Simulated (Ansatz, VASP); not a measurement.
## Cross-check of MoS2 (2H-MoS2, 1 layer) between VASP and Ansatz

Wanted: the spread between two codes on one cell, functional and k mesh. Of the first pair: The structure shown is the start of the Ansatz relaxation below; VASP solves that cell, so the two are compared at the walk's first step.

Calculated with Ansatz 0.2.0; plane waves, with VASP 6.6.1 beside it; single point at PBE.

## (1) Starting point

The cell holds 3 atoms: 2 S and 1 Mo. Its edges and angles: a = 3.180 Å, b = 3.180 Å, c = 20.263 Å, α = 90.0°, β = 90.0°, γ = 120.0°. Vacuum lies along c.

## (2) Ansatz: relaxation, PBE

Ansatz runs on its default PAW (the set named soft_2) files.

The two programs are compared at the cell with which this relaxation starts, whose forces are those of its first step.

Input file input.yaml:

```yaml
crystal:
  lattice:
    - [3.18, 0.0, 0.0]
    - [-1.59, 2.753960784, 0.0]
    - [0.0, 0.0, 20.262597738]
  atoms:
    - { symbol: S, position: [0.3333333333, 0.6666666667, 0.419492116] }
    - { symbol: Mo, position: [0.0, 0.0, 0.5] }
    - { symbol: S, position: [0.3333333333, 0.6666666667, 0.580507884] }
kpoints:
  mp_grid: { grid: [12, 12, 1] }
hamiltonian:
  xc: pbe
scf:
  occupations: { method: fermi_dirac, width: 0.05 }
  convergence: { dr2_threshold: 1.0e-08 }
efield:
  axis: 3
  dipole_correction: true
  ramp_position: 0.97
  ramp_width: 0.04
relax:
  f_tol: 0.01
  cell: { fix: [c, alpha, beta] }
output:
  write_potential: true
  write_density: true
  volumetric_format: npy
```

On the command line:

```sh
> ansatz run input.yaml --threads 4 --pin off --max-ram 8192MiB --backend cpu --events-out ev --progress --plain --runs-dir out
```

Numbers of over 12 decimals in the logs are rounded to 6 here.

Output:

```text
Warning: relax.cell: scf.convergence.dr2_threshold = 1e-8 eV is looser than the 3e-10 eV advised for a relaxation that steers and ends on the stress (1e-10 eV for each atom of the cell: 3). What an SCF threshold leaves in a stress goes as its square root, and in the free energy as the threshold itself, and one threshold admits the most on a small cell: [figures from the program's tests cut] Set scf.convergence.dr2_threshold to 3e-10 eV or tighter. The threshold is an SCF's pass mark: one that does not reach it within its budget of iterations ends unconverged, or closes short of it on a stop that the run arms, and scf.convergence.dr2_threshold's page says what that costs each kind of run
Engine: ansatz 0.2.0, aarch64-unknown-linux-gnu
Pseudopotentials: kind: paw
Pseudopotential: S, paw, valence charge 6, recommended cutoff 420 eV (normal), S.paw.azcp
Pseudopotential: Mo, paw, valence charge 14, recommended cutoff 420 eV (normal), Mo.paw.azcp
Functional definition: PBE
  parameter kappa = 0.804
  parameter beta = 0.066725
  exchange = pbe_x(kappa = kappa, mu = beta*pi^2/3)
  correlation = pbe_c(beta = beta)
Crystal: 3 atoms, lattice volume = 177.452 Å³
Basis set: ecut = 420 eV, 3499 PW (Γ), exchange–correlation on 48×48×288 points (8 copies of the dense FFT grid, shifted against one another)
Bands: 17, of which v1, the nominal top of the filled ones, is band 13 counted from 1 (12 counted from 0)
Symmetry: 6 space group operations
k-points: 19 of 144 (time reversal used)
Non-local potential: S, projectors of the file, l = 0: 2, l = 1: 2, l = 2: 2
Non-local potential: Mo, projectors of the file, l = 0: 3, l = 1: 2, l = 2: 2, l = 3: 1
PAW form: soft (Blöchl's): semilocal exchange-correlation on the pseudo side does not see the compensation charge
PAW one-centre angular grid: S, 110 points (default); XC on 64 Gauss nodes
PAW one-centre angular grid: Mo, 590 points (default); XC on 64 Gauss nodes
Initial density: superposition of atomic densities (neutral atoms: chi_scale 0, normalization atom), corrected by the library's trained network
Initial wavefunctions: pseudopotential atomic-orbital guess
Functional: x = pbe(κ = 0.804, μ = 0.219515), c = pbe(β = 0.066725)
SCF iter   1: F=—  HF=-6762.728863 eV  |F-HF|=—  |Δ(HF+E_count)|=         —  Δρ=3.00e-3  dr2=4.93e-3  ethr=1.77e-3  p=0.000 e·Å  D=1.38e-4 V/Å  ΔV_dip=-0.00 eV  dr2_dipole=2.55e-7  V_vac-E_F(+/−)=5.12/5.13 eV  ⟨swp⟩=10.0  Hψ=2348  notcnv=0
efield: sawtooth ramp at fractional position 0.9700 (set: `efield.ramp_position`, or a place that a band, a saddle search or an elastic batch's reference lends), width 0.0400; the density the first Hamiltonian is built on has a dipole p = 0.000 e·Å; the dipole correction subtracts the counter field D = 1.38e-4 V/Å, which shifts the + side's vacuum level by -0.00 eV against the − side's; the planar-averaged density in the ramp window peaks in size at 2.8e-5 e/Å³
preconditioner: auto → none  [insulator: Δε(μ)=1.673 eV  Ē_g=7.767 eV  σ=0.050 eV  W_gap=1.00  n_scr=12 (ndim 8)  ℏωp=11.8 eV  f_vac=0.660  D(μ)=0.00/eV (n_scr^D=0)  ε∞_Penn≈3.3]
SCF iter   2: F=—  HF=-6762.735216 eV  |F-HF|=—  |Δ(HF+E_count)|=   6.35e-3  Δρ=1.83e-3  dr2=7.11e-3  ethr=1.90e-5  p=-0.000 e·Å  D=-2.23e-4 V/Å  ΔV_dip=0.00 eV  dr2_dipole=5.36e-6  V_vac-E_F(+/−)=5.13/5.13 eV  ⟨swp⟩=2.2  Hψ=760  notcnv=0
SCF iter   3: F=—  HF=-6762.737950 eV  |F-HF|=—  |Δ(HF+E_count)|=   2.73e-3  Δρ=1.88e-3  dr2=1.61e-2  ethr=1.90e-5  p=0.001 e·Å  D=9.18e-4 V/Å  ΔV_dip=-0.02 eV  dr2_dipole=5.58e-5  V_vac-E_F(+/−)=4.98/5.00 eV  ⟨swp⟩=2.1  Hψ=551  notcnv=0  recentre
SCF iter   4: F=—  HF=-6762.735416 eV  |F-HF|=—  |Δ(HF+E_count)|=   2.53e-3  Δρ=1.24e-3  dr2=7.04e-4  ethr=1.90e-5  p=-0.000 e·Å  D=-3.64e-4 V/Å  ΔV_dip=0.01 eV  dr2_dipole=1.13e-5  V_vac-E_F(+/−)=5.08/5.08 eV  ⟨swp⟩=2.0  Hψ=432  notcnv=0
SCF iter   5: F=—  HF=-6762.737106 eV  |F-HF|=—  |Δ(HF+E_count)|=   1.69e-3  Δρ=2.75e-4  dr2=8.18e-5  ethr=2.71e-6  p=0.000 e·Å  D=4.17e-4 V/Å  ΔV_dip=-0.01 eV  dr2_dipole=1.26e-5  V_vac-E_F(+/−)=5.04/5.04 eV  ⟨swp⟩=2.0  Hψ=466  notcnv=0
SCF iter   6: F=—  HF=-6762.737117 eV  |F-HF|=—  |Δ(HF+E_count)|=   1.13e-5  Δρ=2.69e-5  dr2=1.26e-6  ethr=3.15e-7  p=-0.000 e·Å  D=-3.47e-5 V/Å  ΔV_dip=0.00 eV  dr2_dipole=6.58e-8  V_vac-E_F(+/−)=5.04/5.04 eV  ⟨swp⟩=2.1  Hψ=482  notcnv=0
SCF iter   7: F=—  HF=-6762.737103 eV  |F-HF|=—  |Δ(HF+E_count)|=   1.44e-5  Δρ=1.54e-5  dr2=1.83e-7  ethr=4.86e-9  p=0.000 e·Å  D=1.55e-6 V/Å  ΔV_dip=-0.00 eV  dr2_dipole=1.03e-9  V_vac-E_F(+/−)=5.04/5.04 eV  ⟨swp⟩=2.1  Hψ=548  notcnv=0
[...]
SCF iter   7: F=-6762.815995 eV  HF=-6762.815995 eV  |F-HF|=1.80e-10  |Δ(HF+E_count)|=  4.09e-10  Δρ=5.21e-7  dr2=4.30e-10  ethr=3.85e-11  p=-0.000 e·Å  D=-1.13e-6 V/Å  ΔV_dip=0.00 eV  dr2_dipole=2.40e-11  V_vac-E_F(+/−)=5.09/5.09 eV  ⟨swp⟩=9.5  Hψ=2188  notcnv=0
SCF 4 converged in 7 iterations: F = -6762.815995 eV  dr2 = 4.30e-10
relax step   4: F+E_penalty+E_count = -6762.81599527 eV  Δ(F+E_penalty+E_count) = -4.131e-4 eV  max|allowed force component| = 6.422e-3 eV/Å  Δτ_max = 0.0034 Å  P = -0.014 GPa  Ω = 177.994 Å³  energy of the carried Pulay correction = -1.739e-5 eV  fix = [c, alpha, beta]  reactions: c -0.019 GPa  (7 SCF iters, accepted)
Initial wavefunctions: pseudopotential atomic-orbital guess (no wavefunctions were taken with the density)
iter 1 solved again at ethr=1.78e-7 eV; its pass at ethr=3.10e-3 eV (dr2=4.63e-5 eV) is discarded
SCF iter   1: F=—  HF=-6762.815812 eV  |F-HF|=—  |Δ(HF+E_count)|=         —  Δρ=1.91e-5  dr2=1.62e-8  ethr=1.78e-7  p=-0.000 e·Å  D=-1.13e-6 V/Å  ΔV_dip=0.00 eV  dr2_dipole=1.92e-11  V_vac-E_F(+/−)=5.09/5.09 eV  ⟨swp⟩=4.5  Hψ=3571  notcnv=0
efield: sawtooth ramp at fractional position 0.9700 (set: `efield.ramp_position`, or a place that a band, a saddle search or an elastic batch's reference lends), width 0.0400; the density the first Hamiltonian is built on has a dipole p = -0.000 e·Å; the dipole correction subtracts the counter field D = -1.13e-6 V/Å, which shifts the + side's vacuum level by +0.00 eV against the − side's; the planar-averaged density in the ramp window peaks in size at 2.1e-6 e/Å³
eigensolver tolerance schedule: the retry pair's looser diagonalisation over-reported the residual by 2865.62 of it (diagonalisation noise at 0.20 of the residual, at the tolerance the schedule requests for it); recorded, not acted on — ethr = c·dr2/N_el stays at c = 1.0e-1
preconditioner: auto → none  [insulator: Δε(μ)=1.657 eV  Ē_g=8.018 eV  σ=0.050 eV  W_gap=1.00  n_scr=12 (ndim 8)  ℏωp=11.8 eV  f_vac=0.668  D(μ)=0.00/eV (n_scr^D=0)  ε∞_Penn≈3.2]
SCF iter   2: F=—  HF=-6762.815958 eV  |F-HF|=—  |Δ(HF+E_count)|=   1.46e-4  Δρ=9.61e-6  dr2=9.46e-9  ethr=3.85e-11  p=0.000 e·Å  D=1.99e-6 V/Å  ΔV_dip=-0.00 eV  dr2_dipole=4.57e-10  V_vac-E_F(+/−)=5.09/5.09 eV  ⟨swp⟩=10.0  Hψ=2930  notcnv=0
SCF iter   3: F=—  HF=-6762.815997 eV  |F-HF|=—  |Δ(HF+E_count)|=   3.90e-5  Δρ=4.89e-6  dr2=8.19e-8  ethr=3.64e-11  p=-0.000 e·Å  D=-1.53e-5 V/Å  ΔV_dip=0.00 eV  dr2_dipole=1.27e-8  V_vac-E_F(+/−)=5.09/5.09 eV  ⟨swp⟩=3.8  Hψ=681  notcnv=0  recentre
SCF iter   4: F=—  HF=-6762.816009 eV  |F-HF|=—  |Δ(HF+E_count)|=   1.29e-5  Δρ=1.63e-6  dr2=1.10e-8  ethr=3.64e-11  p=0.000 e·Å  D=5.54e-6 V/Å  ΔV_dip=-0.00 eV  dr2_dipole=2.42e-9  V_vac-E_F(+/−)=5.09/5.09 eV  ⟨swp⟩=3.4  Hψ=590  notcnv=0
SCF iter   5: F=-6762.816013 eV  HF=-6762.816011 eV  |F-HF|=1.79e-6  |Δ(HF+E_count)|=   1.79e-6  Δρ=9.00e-7  dr2=5.94e-10  ethr=3.64e-11  p=-0.000 e·Å  D=-1.99e-6 V/Å  ΔV_dip=0.00 eV  dr2_dipole=8.52e-11  V_vac-E_F(+/−)=5.09/5.09 eV  ⟨swp⟩=9.0  Hψ=2054  notcnv=0
SCF 5 converged in 5 iterations: F = -6762.816013 eV  dr2 = 5.94e-10
relax step   5: F+E_penalty+E_count = -6762.81601305 eV  Δ(F+E_penalty+E_count) = -1.777e-5 eV  max|allowed force component| = 6.442e-3 eV/Å  Δτ_max = 0.0000 Å  P = -0.013 GPa  Ω = 177.994 Å³  fix = [c, alpha, beta]  reactions: c -0.018 GPa  stress off target by 1.11e-2 GPa on what of the cell is left free  SCF on the basis re-selected at this cell (its energy is not comparable with the rows above)  (5 SCF iters)
basis re-selected at this cell: Δ(F+E_penalty+E_count) = -1.777e-5 eV, ΔP = +0.000 GPa vs the last step (what re-selecting the basis moved, of the pressure what is left beyond the Pulay correction that the steps carried, after the strain that the cell walked since its last selection, with what the two solves' SCF thresholds leave and, on support functions, any second-order correction that the steps lacked; it is no m [...]
WARN: The input density's exchange-correlation potential varies sharply where the density is thin. Do not read a vacuum level from v_tot or v_xc, or from such a field of the output density. On a cell that repeats whose density bears no net charge and no dipole along the vacuum's axis use v_es (v_loc + v_h of the components); under efield.dipole_correction with no amplitude use v_es + v_field, which holds any external [...]
SCF converged after 5 iterations
Free energy (F): -6762.816013 eV
Harris-Foulkes:  -6762.816011 eV  (|F-HF|=1.79e-6)
Internal energy: -6762.816013 eV  (E = F + TS)
E sigma→0 (E₀):  -6762.816013 eV
Fermi energy:    -0.222144 eV
Dipole field:    D = 0.000011 V/Å  (p = 0.000011 e·Å, saw-weighted, corrected)
Work function:   Φ+ = 5.0921 eV   Φ− = 5.0924 eV
Levels:          The Fermi level and band energies are counted from a zero that moves with the ramp; work functions are not
--- Per-component energies (eV) ---
  E_band       = -449.420573
  E_kinetic    = 654.870620
  E_local      = -16265.346485  (includes V_loc(G=0)·N_el)
  E_nonlocal   = 199.059969
  E_hartree    = 7759.796305
  E_xc         = -378.026055
  E_vxc        = -404.332032  (∫ρ·V_xc dr)
  E_paw        = -4401.469055  (= ΣΔE_a)
  E_vpaw       = -153.265968  (= ΣTr[D̂ρ^β])
  E_aug_tail   = 0.000043  (compensation charges beyond the density's cutoff)
  E_efield     = 0.000000  (sawtooth field / dipole correction)
  E_vefield    = -0.000059  (∫n·V_field dr)
  E_ewald      = 5668.298645
  E_smearing   = -0.000000  (= −TS)
  E_closure    = -0.000000  (closes the sum)
  Σ components = -6762.816013   (vs F -6762.816013, Δ=0.00e0)
--- Forces (eV/Å), atoms counted from 1 ---
  atom   1  S      0.00000000     0.00000000     0.00644055
  atom   2  Mo     0.00000000     0.00000000    -0.00000539
  atom   3  S     -0.00000000     0.00000000    -0.00643989
  max |Σ_I F_I| component: 4.73e-6 eV/Å
--- Stress (GPa, compression-positive) ---
       -0.011081       0.000000       0.000000
        0.000000      -0.011081       0.000000
        0.000000       0.000000      -0.018058
  P = ⅓ Tr σ = -0.0134 GPa (-0.134 kbar)
--- Band table (eV; the first three rows and the last of 19) ---
  k-point 0: bands = [... 9 lower, -2.8359, -2.5738, -2.5738, -1.0709, 1.6828, 1.6828, 1.9298, 1.9298]
  k-point 1: bands = [... 9 lower, -3.3277, -2.7361, -2.2382, -1.1229, 1.5496, 1.6543, 1.8146, 1.8613]
  k-point 2: bands = [... 9 lower, -3.2732, -3.1187, -2.1460, -1.3569, 1.2250, 1.4960, 1.5466, 2.2709]
  k-point 18: bands = [... 9 lower, -4.6116, -3.9318, -3.2115, -1.0894, 0.5857, 1.9892, 2.4555, 3.7711]
--- Relaxed structure (4 steps of the walk, 4 accepted, 1 SCFs on fresh bases) ---
  F+E_penalty+E_count = -6762.81601305 eV   max|allowed force component| = 6.442e-3 eV/Å   (the final SCF, on the basis selected at the relaxed cell)
  cell:  # Å, volume = 177.9941 Å³
    - [3.184856, 0, 0]
    - [-1.592428, 2.758167, 0]
    - [0, 0, 20.262597738]
  atoms:
    - { symbol: S, position: [0.333333, 0.666667, 0.422864] }
    - { symbol: Mo, position: [0, -2.878355989888597e-17, 0.500000] }
    - { symbol: S, position: [0.333333, 0.666667, 0.577136] }
```

## (3) VASP: single point, PBE, start cell, pair 1

The same cell, functional, mesh and smearing now go to VASP, with its own data sets.

Lines of VASP's logs that name or quote its potential files are left out, and so is its time.

Input file INCAR:

```
SYSTEM = MoS2
PREC = Accurate
ENCUT = 400
EDIFF = 1E-06
NELM = 120
ISMEAR = -1
SIGMA = 0.05
LREAL = .FALSE.
ALGO = Normal
GGA = PE
NBANDS = 19
LASPH = .TRUE.
LORBIT = 11
LWAVE = .FALSE.
LCHARG = .FALSE.
ISIF = 2
LDIPOL = .TRUE.
IDIPOL = 3
DIPOL = 0.5 0.5 0.5
LVHAR = .TRUE.
GGA_COMPAT = .FALSE.
EFERMI = MIDGAP
NELMDL = -8
```

Input file POSCAR:

```
MoS2
1.0
    3.1800000000      0.0000000000      0.0000000000
   -1.5900000000      2.7539610000      0.0000000000
    0.0000000000      0.0000000000     20.2625980000
S Mo
2 1
Direct
    0.3333333333      0.6666666667      0.4194921105
    0.3333333333      0.6666666667      0.5805078895
    0.0000000000      0.0000000000      0.5000000000
```

Input file KPOINTS:

```
Automatic mesh
0
Gamma
12 12 1
0 0 0
```

Potentials, in the order of the species: S and Mo_sv (PBE family, release 64).

On the command line:

```sh
> mpirun -np 1 vasp_std
```

Output:

```text
[banner, memory and clock lines left out]
running    1 mpi-ranks, on    1 nodes
 distrk:  each k-point on    1 cores,    1 groups
 distr:  one band on    1 cores,    1 groups

 POSCAR found type information on POSCAR S Mo
 POSCAR found :  2 types and       3 ions
 LDA part: xc-table for (Slater+PW92), standard interpolation
 POSCAR, INCAR and KPOINTS ok, starting setup
 FFT: planning ... GRIDC
 FFT: planning ... GRID_SOFT
 FFT: planning ... GRID
 WAVECAR not read
 entering main loop
       N       E                     dE             d eps       ncg     rms          rms(c)
DAV:   1     0.128840083657E+03    0.12884E+03   -0.12403E+04  1002   0.885E+02
DAV:   2    -0.138071440758E+02   -0.14265E+03   -0.14050E+03   982   0.216E+02
DAV:   3    -0.232155577358E+02   -0.94084E+01   -0.93320E+01   961   0.499E+01
DAV:   4    -0.233535187024E+02   -0.13796E+00   -0.13758E+00   954   0.652E+00
DAV:   5    -0.233562656073E+02   -0.27469E-02   -0.27467E-02   948   0.896E-01
DAV:   6    -0.233563782028E+02   -0.11260E-03   -0.11259E-03   962   0.164E-01
DAV:   7    -0.233563831586E+02   -0.49558E-05   -0.49559E-05   978   0.304E-02
DAV:   8    -0.233563834425E+02   -0.28386E-06   -0.28374E-06   914   0.681E-03    0.213E+01
DAV:   9    -0.223368753908E+02    0.10195E+01   -0.14096E+01   773   0.217E+01    0.882E+00
DAV:  10    -0.220591311984E+02    0.27774E+00   -0.81138E+00   802   0.155E+01    0.566E+00
DAV:  11    -0.217747444023E+02    0.28439E+00   -0.15372E+00   785   0.718E+00    0.163E+00
DAV:  12    -0.217761716634E+02   -0.14273E-02   -0.53640E-02   877   0.142E+00    0.897E-01
DAV:  13    -0.217699970127E+02    0.61747E-02   -0.31131E-02   825   0.108E+00    0.183E-01
DAV:  14    -0.217694810152E+02    0.51600E-03   -0.10434E-03   916   0.215E-01    0.719E-02
[...]
DAV:  19    -0.217696139028E+02   -0.87829E-04   -0.87239E-06   920   0.125E-02    0.384E-03
DAV:  20    -0.217696479874E+02   -0.34085E-04   -0.21538E-06   753   0.798E-03    0.529E-03
DAV:  21    -0.217696616323E+02   -0.13645E-04   -0.22562E-06   746   0.622E-03    0.154E-03
DAV:  22    -0.217696670121E+02   -0.53798E-05   -0.14129E-07   669   0.144E-03    0.170E-03
DAV:  23    -0.217696745730E+02   -0.75609E-05   -0.30402E-07   632   0.197E-03    0.665E-04
DAV:  24    -0.217696792255E+02   -0.46526E-05   -0.15120E-07   669   0.126E-03    0.777E-04
DAV:  25    -0.217696804551E+02   -0.12296E-05   -0.24609E-08   493   0.793E-04    0.350E-04
DAV:  26    -0.217696809918E+02   -0.53672E-06   -0.23883E-08   508   0.477E-04
   1 F= -.21769681E+02 E0= -.21769681E+02  d E =-.606276E-08
```

From OUTCAR (step 3):

```text
ion  position               nearest neighbor table
   1  0.333  0.667  0.419-   3 2.46   3 2.46   3 2.46
   2  0.333  0.667  0.581-   3 2.46   3 2.46   3 2.46
   3  0.000  0.000  0.500-   1 2.46   2 2.46   1 2.46   2 2.46   1 2.46   2 2.46

  LATTYP: Found a hexagonal cell.
 ALAT       =     3.1800000000
 C/A-ratio  =     6.3718861635

 Subroutine GETGRP returns: Found 12 space group operations
 (whereof 12 operations were pure point group operations)

The static configuration has the point symmetry D_3h.

 Found     19 irreducible k-points:

   k-points           NKPTS =     19   k-points in BZ     NKDIM =     19   number of bands    NBANDS=     19

   dimension x,y,z NGX =    24 NGY =   24 NGZ =  140
   dimension x,y,z NGXF=    48 NGYF=   48 NGZF=  280

   ENCUT  =  400.0 eV  29.40 Ry    5.42 a.u.   5.19  5.19 33.04*2*pi/ulx,y,z

   NELECT =      26.0000    total number of electrons

 k-points in reciprocal lattice and weights: Automatic mesh
   0.00000000  0.00000000  0.00000000       0.007
   0.08333333 -0.00000000  0.00000000       0.042
   0.16666667 -0.00000000  0.00000000       0.042
   0.25000000 -0.00000000  0.00000000       0.042
   0.33333333 -0.00000000  0.00000000       0.042
   0.41666667 -0.00000000  0.00000000       0.042
   0.50000000 -0.00000000  0.00000000       0.021
   0.08333333  0.08333333  0.00000000       0.042
   0.16666667  0.08333333  0.00000000       0.083
[...]
0.33333333  0.25000000  0.00000000       0.083
   0.33333333  0.33333333  0.00000000       0.014

 dipolmoment           0.000000      0.000000     -0.000000 electrons x Angstroem

 average (electrostatic) potential at core
       1 -93.2958       2 -93.2958       3 -83.7026

 E-fermi :  -1.1747

 k-point     1 :       0.0000    0.0000    0.0000
  band No.  band energies     occupation
    ...
      9      -4.2585      2.00000
     10      -3.9759      2.00000
     11      -3.2351      2.00000
     12      -3.2351      2.00000
     13      -2.2738      2.00000
     14       0.6980      0.00000
     15       0.6980      0.00000
     16       0.7872      0.00000
     17       0.7872      0.00000
     18       3.2747      0.00000
    ...

 k-point     2 :       0.0833   -0.0000    0.0000
  band No.  band energies     occupation
    ...
      9      -4.2781      2.00000
     10      -4.1552      2.00000
     11      -3.3980      2.00000
     12      -3.1110      2.00000
     13      -2.3034      2.00000
     14       0.5003      0.00000
     15       0.5564      0.00000
     16       0.6820      0.00000
     17       0.8583      0.00000
     18       3.4589      0.00000
    ...

 k-point     3 :       0.1667   -0.0000    0.0000
  band No.  band energies     occupation
    ...
      9      -4.8381      2.00000
     10      -3.8698      2.00000
     11      -3.7808      2.00000
     12      -3.1585      2.00000
     13      -2.4687      2.00000
     14       0.0455      0.00000
     15       0.4415      0.00000
     16       0.4826      0.00000
     17       1.2169      0.00000
     18       3.8823      0.00000
    ...

  Total       -1.1598764     -1.1598766     -3.8503984     -0.0000000     -0.0000000      0.0000000
  in kB      -10.4723048    -10.4723065    -34.7645187     -0.0000000     -0.0000000      0.0000000
  external PRESSURE =     -18.5697100 kB  Pullay stress =       0.0000000 kB

  energy-cutoff  :      400.00
  volume of cell :      177.45
      direct lattice vectors                 reciprocal lattice vectors
     3.180000000  0.000000000  0.000000000     0.314465409  0.181556674  0.000000000
    -1.590000000  2.753961000  0.000000000     0.000000000  0.363113348  0.000000000
     0.000000000  0.000000000 20.262598000     0.000000000  0.000000000  0.049352013

 POSITION                                       TOTAL-FORCE (eV/Angst)
 -----------------------------------------------------------------------------------
     -0.00000      1.83597      8.50000        -0.000000      0.000000      1.142867
     -0.00000      1.83597     11.76260        -0.000000      0.000000     -1.142867
      0.00000      0.00000     10.13130         0.000000     -0.000000      0.000000
 -----------------------------------------------------------------------------------
    total drift:                                0.000000      0.000002     -0.000000

  FREE ENERGIE OF THE ION-ELECTRON SYSTEM (eV)
  ---------------------------------------------------
  free  energy   TOTEN  =       -21.7696809918 eV

  energy  without entropy=      -21.7696809858  energy(sigma->0) =      -21.76968099

 vacuum level on the upper side and lower side of the slab         3.839         3.839

 total charge
# of ion       s       p       d       tot
------------------------------------------
    1        1.365   2.308   0.000   3.673
    2        1.365   2.308   0.000   3.673
    3        2.275   6.199   3.858  12.332
--------------------------------------------------
tot          5.005  10.816   3.858  19.679

[... 3 further parts left out ...]
```

This run has no spin polarisation, so a moment on Mo, if there is one, isn't seen.

(Continued in part 2 of 2.)

[Lines on the potential files, build, host, timing and source positions are cut from VASP's logs without a mark.]

[Logs are printed without paths, hosts, clocks, repeated set-up lines and the standing remarks that a program may print on its own settings, such as how far it seeks lower states.]

[Hosts, paths, dates, database ids (printed as entryN), source tags and the programs' standing remarks are cut or masked in the printed files.]
